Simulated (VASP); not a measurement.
# Pd (P6_3/mmc) in VASP: notebook

The runs below take Pd through single point, with PBE.

Everything below comes from runs of VASP 6.6.1. Logs are shortened: lines on timing, memory, paths and dates and some standing lists are left out, and cuts for length are marked.

**1. Starting point**

Symmetry: P6_3/mmc, No. 194, hexagonal system. Conventional cell: a = 2.784 Å, b = 2.784 Å, c = 4.629 Å, α = 90.00°, β = 90.00°, γ = 120.00°. Pd (site symmetry -6m2) has 12 Pd at 2.78 to 2.82 Å as nearest neighbours.

This isn't the form of Pd at room conditions, which is fcc.

**2. Single point, PBE**

INCAR reads:

```
SYSTEM = Pd
PREC = Accurate ; ENCUT = 400
EDIFF = 1E-6 ; ISMEAR = -1
SIGMA = 0.2 ; LREAL = Auto
LASPH = .TRUE. ; NELM = 100
ALGO = Normal ; ISIF = 2
LWAVE = .FALSE. ; LCHARG = .FALSE.
GGA = PE ; ADDGRID = .FALSE.
```

KPOINTS reads:

```
Automatic mesh
0
G
  8 8 4
  0 0 0
```

POSCAR reads:

```
Pd
1.0
    2.7836650458      0.0000000000      0.0000000000
   -1.3918325229      2.4107246453      0.0000000000
    0.0000000000      0.0000000000      4.6288930000
Pd
2
Direct
    0.3690330000      0.6707680000      0.2457130000
    0.7034100000      0.3270270000      0.7475630000
```

Potentials or basis: VASP PAW PBE potentials, release 64 (Pd).

The run is started by

```sh
cat potpaw_PBE.64/Pd/POTCAR > POTCAR
mpirun -np 1 vasp_std > vasp.out
```

OUTCAR:

```text
SYSTEM = Pd
   PREC = Accurate
   ENCUT = 400
   EDIFF = 1E-6
   ISMEAR = -1
   LREAL = Auto
   LASPH = .TRUE.
   NELM = 100
   ISIF = 2
   GGA = PE

 Found    132 irreducible k-points:

 Following reciprocal coordinates:
            Coordinates               Weight
  0.000000  0.000000  0.000000      1.000000
  0.125000  0.000000  0.000000      2.000000
  0.000000  0.125000  0.000000      2.000000
 -0.125000  0.125000  0.000000      2.000000
  0.250000  0.000000  0.000000      2.000000
  0.000000  0.250000  0.000000      2.000000
   k-points           NKPTS =    132   k-points in BZ     NKDIM =    132   number of bands    NBANDS=     14
   number of dos      NEDOS =    301   number of ions     NIONS =      2
   total plane-waves  NPLWV =   9720
   dimension x,y,z NGX =    18 NGY =   18 NGZ =   30
   dimension x,y,z NGXF=    36 NGYF=   36 NGZF=   60
   ions per type =               2
   NGX,Y,Z   is equivalent  to a cutoff of  10.75, 10.75, 10.77 a.u.
   NGXF,Y,Z  is equivalent  to a cutoff of  21.50, 21.50, 21.55 a.u.
 SYSTEM =  Pd
   PREC   = accura    normal or accurate (medium, high low for compatibility)
   ISTART =      0    job   : 0-new  1-cont  2-samecut
   ICHARG =      2    charge: 1-file 2-atom 10-const
   ISPIN  =      1    spin polarized calculation?
   LNONCOLLINEAR =      F non collinear calculations
   LSORBIT =      F    spin-orbit coupling
   LASPH  =      T    aspherical Exc in radial PAW
   ENCUT  =  400.0 eV  29.40 Ry    5.42 a.u.   4.54  4.54  7.55*2*pi/ulx,y,z
   NELM   =    100;   NELMIN=  2; NELMDL= -5     # of ELM steps
   EDIFF  = 0.1E-05   stopping-criterion for ELM
   LREAL  =      T    real-space projection
   EDIFFG = 0.1E-04   stopping-criterion for IOM
   NSW    =      0    number of steps for IOM
   IBRION =     -1    ionic relax: 0-MD 1-quasi-New 2-CG
   NFREE  =      0    steps in history (QN), initial steepest desc. (CG)
   ISIF   =      2    stress and relaxation
   ISYM   =      2    0-nonsym 1-usesym 2-fastsym
   POTIM  = 0.5000    time-step for ionic-motion
   TEBEG  =    0.0;   TEEND  =   0.0 temperature during run
   PSTRESS=    0.0 pullay stress
   NELECT =      20.0000    total number of electrons
   NUPDOWN=      -1.0000    fix difference up-down
   EMIN   =  10.00;   EMAX   =-10.00  energy-range for DOS
   EFERMI =   0.00;   METHOD = LEGACY
   ISMEAR =    -1;   SIGMA  =   0.20  broadening in eV -4-tet -1-fermi 0-gaus
   EFERMI_NEDOS =   21; number of points for ismear=-14 and -15
   IALGO  =     38    algorithm
   IMIX   =      4    mixing-type and parameters
     AMIX     =   0.40;   BMIX     =  1.00
     AMIX_MAG =   1.60;   BMIX_MAG =  1.00
  volume/ion in A,a.u.               =      15.53       104.81
  Fermi-wavevector in a.u.,A,eV,Ry     =   1.413636  2.671385 27.189429  1.998367
  Thomas-Fermi vector in A             =   2.535261
   LORBIT       =      0    0 simple, 1 ext, 2 COOP (PROOUT), +10 PAW based schemes
   GGA     = PE    functional components
   LHFCALC =     F    Hartree Fock is set to
   AEXX    =    0.0000 exact exchange contribution
   IVDW    =     0    specifies the selected vdW correction
   LEPSILON=     F    determine dielectric tensor
   LRPA    =     F    only Hartree local field effects (RPA)
 non-spin polarized calculation
  energy-cutoff  :      400.00
  volume of cell :       31.06
 maximum number of plane-waves:       580
   NGX =  9   NGY =  9   NGZ = 15

 number of electron      20.0000000 magnetization

 Free energy of the ion-electron system (eV)
  ---------------------------------------------------
  ext. energy  EPLUGINS =         0.00000000
  ---------------------------------------------------
  free energy    TOTEN  =       -10.60283363 eV

  energy without entropy =      -10.17367963  energy(sigma->0) =      -10.38825663

 E-fermi :   9.0408     XC(G=0): -12.8656

 val. band max:        9.0404992325   @ k =  -0.1250  -0.3750  -0.2500
 cond. band min:       9.0407852656   @ k =   0.1250   0.1250   0.5000
 fundamental gap:      0.0002860331
 Fermi energy:         9.0407780784

 k-point     1 :       0.0000    0.0000    0.0000
  band No.  band energies     occupation
      1       2.1880      2.00000
      2       4.0170      2.00000
      3       6.2162      2.00000
      4       6.4093      2.00000
      5       6.4301      2.00000
      6       6.7337      1.99998
      7       6.7604      1.99998
      8       7.3197      1.99963
      9       7.4210      1.99939
     10       8.6501      1.75161
     11       8.7447      1.62934
     12       9.9137      0.02512
     13      15.5858      0.00000
     14      26.0148      0.00000

 k-point     2 :       0.1250    0.0000    0.0000
  band No.  band energies     occupation
      1       2.6655      2.00000
      2       4.3371      2.00000
      3       5.9800      2.00000
      4       6.5331      1.99999
      5       6.7151      1.99998
      6       6.7349      1.99998
      7       6.9206      1.99995
      8       7.0356      1.99991
      9       7.1968      1.99980
     10       7.6198      1.99836
     11       8.7683      1.59237
     12      11.6934      0.00000
     13      15.6125      0.00000
     14      25.5007      0.00000

 k-point     3 :       0.0000    0.1250    0.0000
  band No.  band energies     occupation
      1       2.6661      2.00000
      2       4.3405      2.00000
      3       5.9711      2.00000
      4       6.5202      1.99999
      5       6.7375      1.99998
      6       6.7414      1.99998
      7       6.9135      1.99995
      8       7.0248      1.99992
      9       7.2216      1.99978
     10       7.6152      1.99840
     11       8.7423      1.63291
     12      11.7077      0.00000
     13      15.6121      0.00000
     14      25.4674      0.00000

 k-point     4 :      -0.1250    0.1250    0.0000
  band No.  band energies     occupation
      1       2.6646      2.00000
      2       4.3321      2.00000
      3       5.9916      2.00000
      4       6.5534      1.99999
      5       6.6888      1.99998
      6       6.7243      1.99998
      7       6.9374      1.99995
      8       7.0456      1.99991
      9       7.1527      1.99984
     10       7.6299      1.99827
     11       8.8043      1.53079
     12      11.6735      0.00000
     13      15.6131      0.00000
     14      25.5440      0.00000

 k-point     5 :       0.2500    0.0000    0.0000
  band No.  band energies     occupation
      1       3.8064      2.00000
      2       4.6964      2.00000
      3       5.7303      2.00000
      4       5.9171      2.00000
      5       6.3675      2.00000
      6       6.8203      1.99997
      7       7.0865      1.99989
      8       7.4843      1.99917
      9       7.5658      1.99875
     10       7.7938      1.99609
     11       8.8755      1.39110
     12      14.2712      0.00000
     13      15.8146      0.00000
     14      21.4261      0.00000

 k-point     6 :       0.0000    0.2500    0.0000
  band No.  band energies     occupation
      1       3.8126      2.00000
      2       4.7076      2.00000
      3       5.7488      2.00000
      4       5.9015      2.00000
      5       6.3552      2.00000
      6       6.8395      1.99997
      7       7.0454      1.99991
      8       7.4986      1.99910
      9       7.5694      1.99872
     10       7.7869      1.99622
     11       8.8616      1.42030
     12      14.2972      0.00000
     13      15.8165      0.00000
     14      21.4147      0.00000

 [... further k-points ...]
[... 5 lines left out ...]
  --------------------------------------------------------------------------------------
  -------------------------------------------------------------------------------------
  Total       -0.0777519      0.0014715     -0.4242826      0.0267659     -0.0019758      0.0020272
  in kB       -4.0103299      0.0758994    -21.8838688      1.3805447     -0.1019087      0.1045587
  external PRESSURE =      -8.6060998 kB  Pullay stress =       0.0000000 kB

 VOLUME and BASIS-vectors are now :
 -----------------------------------------------------------------------------
  energy-cutoff  :      400.00
  volume of cell :       31.06
      direct lattice vectors                 reciprocal lattice vectors
     2.783665046  0.000000000  0.000000000     0.359238624  0.207406516  0.000000000
    -1.391832523  2.410724645  0.000000000     0.000000000  0.414813032  0.000000000
     0.000000000  0.000000000  4.628893000     0.000000000  0.000000000  0.216034374

 POSITION                                       TOTAL-FORCE (eV/Angst)
 -----------------------------------------------------------------------------------
      0.09367      1.61704      1.13738         0.020836     -0.032678      0.065669
      1.50289      0.78837      3.46039        -0.020836      0.032678     -0.065669
 -----------------------------------------------------------------------------------
    total drift:                               -0.000018     -0.000004      0.000094

  FREE ENERGIE OF THE ION-ELECTRON SYSTEM (eV)
  ---------------------------------------------------
  free  energy   TOTEN  =       -10.6028336311 eV

  energy  without entropy=      -10.1736796262  energy(sigma->0) =      -10.38825663
```

Wall time 26 s (1 thread of AMD EPYC 9R45 (Zen 5), shared host); peak memory 0.11 GiB.

These settings aren't checked as converged: the numbers below hold their error.

Results:

| Item | Value |
| --- | --- |
| Free energy | -10.6028 eV |
| Pressure | -0.9 GPa |
| Largest force | 0.076 eV/Å |
| Band gap on the k mesh | none (metal or under the smearing width) |

[end of part 1 of 2]
